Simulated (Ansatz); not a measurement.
# CoSi: how the settings move a single-point run

How sensitive is a single-point run of CoSi to its settings? A reference run comes first, then one run with altered input.

Method: reference: DFT, PBE, PAW with Ansatz's default frozen-core files, scalar-relativistic, in Ansatz 0.2.0.

### Step 1. The starting structure

It takes space group Pm-3m (No. 221, cubic). Conventional cell: a = 2.781 Å, b = 2.781 Å, c = 2.781 Å, α = 90.00°, β = 90.00°, γ = 90.00°. Around Co (site symmetry m-3m) lie 8 Si at 2.41 Å. Around Si (site symmetry m-3m) lie 8 Co at 2.41 Å.

As a file:

```cif
data_structure
_symmetry_space_group_name_H-M 'Pm-3m'
_symmetry_Int_Tables_number 221
_cell_length_a 2.7813
_cell_length_b 2.7813
_cell_length_c 2.7813
_cell_angle_alpha 90.000
_cell_angle_beta 90.000
_cell_angle_gamma 90.000
_cell_volume 21.52
loop_
_atom_site_label
_atom_site_type_symbol
_atom_site_symmetry_multiplicity
_atom_site_Wyckoff_symbol
_atom_site_fract_x
_atom_site_fract_y
_atom_site_fract_z
_atom_site_occupancy
Co1 Co 1 a 0.00000 0.00000 0.00000 1
Si1 Si 1 b 0.50000 0.50000 0.50000 1
```

### Step 2. The reference run

input.yaml

```yaml
crystal:
  lattice:
    - [2.781334, 0.0, 0.0]
    - [0.0, 2.781334, 0.0]
    - [0.0, 0.0, 2.781334]
  atoms:
    - { symbol: Co, position: [0.0, 0.0, 0.0] }
    - { symbol: Si, position: [0.5, 0.5, 0.5] }
kpoints:
  mp_grid: { grid: [14, 14, 14] }
scf:
  occupations: { method: fermi_dirac, width: 0.03 }
  lower_state_search: "off"
hamiltonian:
  xc: pbe
  pseudopotentials: { kind: paw }
output:
  forces: true
  stress: true
  eigenvalues: true
```

Run with:

```
$ ansatz run input.yaml --threads 1 --pin off --max-ram 3072MiB --backend cpu --events-out ev --progress --plain --runs-dir out
```

From the output:

```text
[...]
Basis set: ecut = 420 eV, 437 PW (Γ), exchange–correlation on 40×40×40 points (8 copies of the dense FFT grid, shifted against one another)
[...]
k-points: 120 of 2744
[...]
SCF iter   1: F=—  HF=-5762.741948 eV  |F-HF|=—  |Δ(HF+E_count)|=         —  Δρ=6.56e-3  dr2=1.85e-3  ethr=1.77e-3  ⟨swp⟩=4.7  Hψ=8862  notcnv=0
preconditioner: auto → none  [metal: Δε(μ)=0.012 eV  Ē_g=9.346 eV  σ=0.030 eV  W_gap=0.10  n_scr=6 (ndim 8)  ℏωp=28.9 eV  f_vac=0.000  D(μ)=2.07/eV (n_scr^D=26)  sad-step TF]
SCF iter   2: F=—  HF=-5762.741820 eV  |F-HF|=—  |Δ(HF+E_count)|=   1.28e-4  Δρ=3.46e-3  dr2=5.63e-4  ethr=8.80e-6  ⟨swp⟩=2.0  Hψ=3845  notcnv=0  defer=5
[...]
SCF iter   5: F=-5762.741706 eV  HF=-5762.741706 eV  |F-HF|=1.45e-8  |Δ(HF+E_count)|=   5.92e-8  Δρ=1.53e-5  dr2=2.91e-8  ethr=4.46e-10  ⟨swp⟩=2.1  Hψ=2574  notcnv=0  defer=5
SCF iter   6: F=-5762.741706 eV  HF=-5762.741706 eV  |F-HF|=2.38e-10  |Δ(HF+E_count)|=   2.35e-9  Δρ=9.79e-7  dr2=1.76e-10  ethr=1.39e-10  ⟨swp⟩=2.7  Hψ=5886  notcnv=0
[...]
SCF converged after 6 iterations
Free energy (F): -5762.741706 eV
[...]
E sigma→0 (E₀):  -5762.738541 eV
[...]
Fermi energy:    17.340655 eV
[...]
  P = ⅓ Tr σ = -0.3689 GPa (-3.689 kbar)
[...]
```

Run time: 1.8 s. Hardware: 1 thread of Arm Neoverse V2, shared host; peak memory 0.31 GiB.

### Step 3. Changed: mp_grid.grid [11, 11, 11], lower_state_search standard

Changes to input.yaml since step 2:

```diff
@@ -9,6 +9,6 @@
 kpoints:
-  mp_grid: { grid: [14, 14, 14] }
+  mp_grid: { grid: [11, 11, 11] }
 scf:
   occupations: { method: fermi_dirac, width: 0.03 }
-  lower_state_search: "off"
+  lower_state_search: standard
 hamiltonian:
@@ -20 +20,5 @@
   eigenvalues: true
+  write_density: true
+  write_potential: true
+  elf: true
+  volumetric_format: npy
```

Run with:

```
$ ansatz run input.yaml --threads 1 --pin off --max-ram 3072MiB --backend cpu --events-out ev --progress --plain --runs-dir out
```

The log of the run:

```text
Engine: ansatz 0.2.0
Pseudopotentials: kind: paw
Pseudopotential: Co, paw, valence charge 17, recommended cutoff 420 eV (normal)
Pseudopotential: Si, paw, valence charge 4, recommended cutoff 420 eV (normal)
Functional definition: PBE
  parameter kappa = 0.804
  parameter beta = 0.06672455060314922
  exchange = pbe_x(kappa = kappa, mu = beta*pi^2/3)
  correlation = pbe_c(beta = beta)
Crystal: 2 atoms, lattice volume = 21.516 Å³
Basis set: ecut = 420 eV, 437 PW (Γ), exchange–correlation on 40×40×40 points (8 copies of the dense FFT grid, shifted against one another)
Bands: 15, of which v1, the nominal top of the filled ones, is band 11 counted from 1 (10 counted from 0)
Symmetry: 48 space group operations
Space group: Pm-3m (ITA 221), of the structure as read, at distance tolerance 2.8e-5 Å
k-points: 56 of 1331
Non-local potential: Co, projectors of the file, l = 0: 3, l = 1: 2, l = 2: 3, l = 3: 1
Non-local potential: Si, projectors of the file, l = 0: 2, l = 1: 2, l = 2: 2
PAW form: soft (Blöchl's): semilocal exchange-correlation on the pseudo side does not see the compensation charge
PAW one-centre angular grid: Co, 590 points (default); XC on 64 Gauss nodes
PAW one-centre angular grid: Si, 110 points (default); XC on 64 Gauss nodes
Initial density: superposition of atomic densities (neutral atoms: chi_scale 0, normalization atom), corrected by the library's trained network
Initial wavefunctions: pseudopotential atomic-orbital guess
Functional: x = pbe(κ = 0.804, μ = 0.2195149727645171), c = pbe(β = 0.06672455060314922)
SCF iter   1: F=—  HF=-5762.742350 eV  |F-HF|=—  |Δ(HF+E_count)|=         —  Δρ=7.19e-3  dr2=2.61e-3  ethr=1.77e-3  ⟨swp⟩=4.7  Hψ=4121  notcnv=0
preconditioner: auto → none  [metal: Δε(μ)=0.031 eV  Ē_g=9.355 eV  σ=0.030 eV  W_gap=0.24  n_scr=6 (ndim 8)  ℏωp=28.9 eV  f_vac=0.000  D(μ)=2.08/eV (n_scr^D=26)  sad-step TF]
SCF iter   2: F=—  HF=-5762.742102 eV  |F-HF|=—  |Δ(HF+E_count)|=   2.48e-4  Δρ=3.74e-3  dr2=7.71e-4  ethr=1.24e-5  ⟨swp⟩=2.2  Hψ=1804  notcnv=0  defer=2
SCF iter   3: F=—  HF=-5762.741928 eV  |F-HF|=—  |Δ(HF+E_count)|=   1.73e-4  Δρ=3.85e-4  dr2=2.68e-5  ethr=3.67e-6  ⟨swp⟩=2.3  Hψ=1426  notcnv=0  defer=2
SCF iter   4: F=—  HF=-5762.741920 eV  |F-HF|=—  |Δ(HF+E_count)|=   8.09e-6  Δρ=5.03e-5  dr2=1.80e-7  ethr=1.27e-7  ⟨swp⟩=1.6  Hψ=926  notcnv=0  defer=2
iter 5 did not close the SCF: its close was put off for the readings that it lacked (scf_convergence_deferred on its scf_iter line)
SCF iter   5: F=-5762.741920 eV  HF=-5762.741920 eV  |F-HF|=8.26e-10  |Δ(HF+E_count)|=   6.20e-8  Δρ=8.11e-6  dr2=3.25e-9  ethr=8.58e-10  ⟨swp⟩=2.0  Hψ=1155  notcnv=0  defer=2
SCF iter   6: F=-5762.741920 eV  HF=-5762.741920 eV  |F-HF|=2.33e-9  |Δ(HF+E_count)|=   2.42e-9  Δρ=5.05e-6  dr2=3.28e-9  ethr=1.55e-11  ⟨swp⟩=5.5  Hψ=4538  notcnv=0
SCF 1 converged in 6 iterations: F = -5762.741920 eV  dr2 = 3.28e-9
SCF converged after 6 iterations
Free energy (F): -5762.741920 eV
Harris-Foulkes:  -5762.741920 eV  (|F-HF|=2.33e-9)
Internal energy: -5762.735518 eV  (E = F + TS)
E sigma→0 (E₀):  -5762.738719 eV
Entropy (-TS):   -0.006402 eV (-3.201 meV/atom)
Fermi energy:    17.331837 eV
--- Per-component energies (eV) ---
  E_band       = -228.230730
  E_kinetic    = 503.121910
  E_local      = -3493.834692  (includes V_loc(G=0)·N_el)
  E_nonlocal   = 481.547104
  E_hartree    = 1516.902475
  E_xc         = -217.150302
  E_vxc        = -256.075832  (∫ρ·V_xc dr)
  E_paw        = -2030.867696  (= ΣΔE_a)
  E_vpaw       = -496.789773  (= ΣTr[D̂ρ^β])
  E_aug_tail   = 0.000100  (compensation charges beyond the density's cutoff)
  E_ewald      = -2522.454418
  E_smearing   = -0.006402  (= −TS)
  E_closure    = 0.000000  (closes the sum)
  Σ components = -5762.741920   (vs F -5762.741920, Δ=0.00e0)
--- Forces (eV/Å), atoms counted from 1 ---
  atom   1  Co    -0.00000000     0.00000000     0.00000000
  atom   2  Si     0.00000000    -0.00000000    -0.00000000
  max |Σ_I F_I| component: 1.68e-30 eV/Å
--- Stress (GPa, compression-positive) ---
       -0.917723      -0.000000      -0.000000
       -0.000000      -0.917723      -0.000000
        0.000000      -0.000000      -0.917723
  P = ⅓ Tr σ = -0.9177 GPa (-9.177 kbar)
--- Band table (eV; the first three rows and the last of 56) ---
  k-point 0: bands = ["-77.6789", "-40.9798", "-40.9798", "-40.9798", "3.1715", "13.6575", "13.6575", "16.1473", "16.1473", "16.1473", "20.4147", "20.4147", "20.4147", "25.0116", "25.0116"]
  k-point 1: bands = ["-77.6785", "-40.9845", "-40.9794", "-40.9794", "3.3309", "13.5531", "13.7141", "16.0003", "16.0003", "16.1595", "19.4849", "20.6971", "20.6971", "24.9516", "25.8821"]
  k-point 2: bands = ["-77.6775", "-40.9970", "-40.9784", "-40.9784", "3.8042", "13.0801", "13.8707", "15.6621", "15.6621", "16.1921", "18.0895", "21.4459", "21.4459", "24.7796", "27.0668"]
  k-point 55: bands = ["-77.6658", "-41.0252", "-41.0252", "-41.0252", "11.2307", "11.6249", "11.6249", "16.1100", "16.7573", "16.7573", "17.8767", "18.8088", "18.8088", "21.3308", "21.3308"]
```

It took 1.4 s on 1 thread of Arm Neoverse V2, shared host; peak memory 0.27 GiB.

Changing the k-point mesh and search for lower states moves the energy by -0.1 meV/atom, and the pressure goes from -0.4 to -0.9 GPa.

### Step 4. Side by side

| run | ending | energy change | pressure (GPa) | gap (eV) | force (eV/Å) | cycles | time |
| --- | --- | --- | --- | --- | --- | --- | --- |
| reference | converged | 0 | -0.4 | 0.00 | 0.00 | 6 | 1.8 s |
| 1: mp_grid.grid [11, 11, 11], lower_state_search standard | converged | -0.1 meV/atom | -0.9 | 0.00 | 0.00 | 6 | 1.4 s |

Times don't compare one to one where runs were asked for different outputs or read a saved state (see the inputs); cycles may leave out searches for a lower state.

Residual by cycle in the longest SCF loop of each run; runs are numbered as in the table. The quantity is the density residual dr2, in eV.

```csv
cycle,reference,run 1
1,0.00185,0.00261
2,5.6e-4,7.7e-4
3,2.5e-5,2.7e-5
4,9.4e-8,1.8e-7
5,2.9e-8,3.3e-9
6,1.8e-10,3.3e-9
```

Changing the k-point mesh and search for lower states moves the energy by -0.1 meV/atom, and the pressure goes from -0.4 to -0.9 GPa. The reference has no spin polarisation; with Co present, a magnetic state may lie lower.
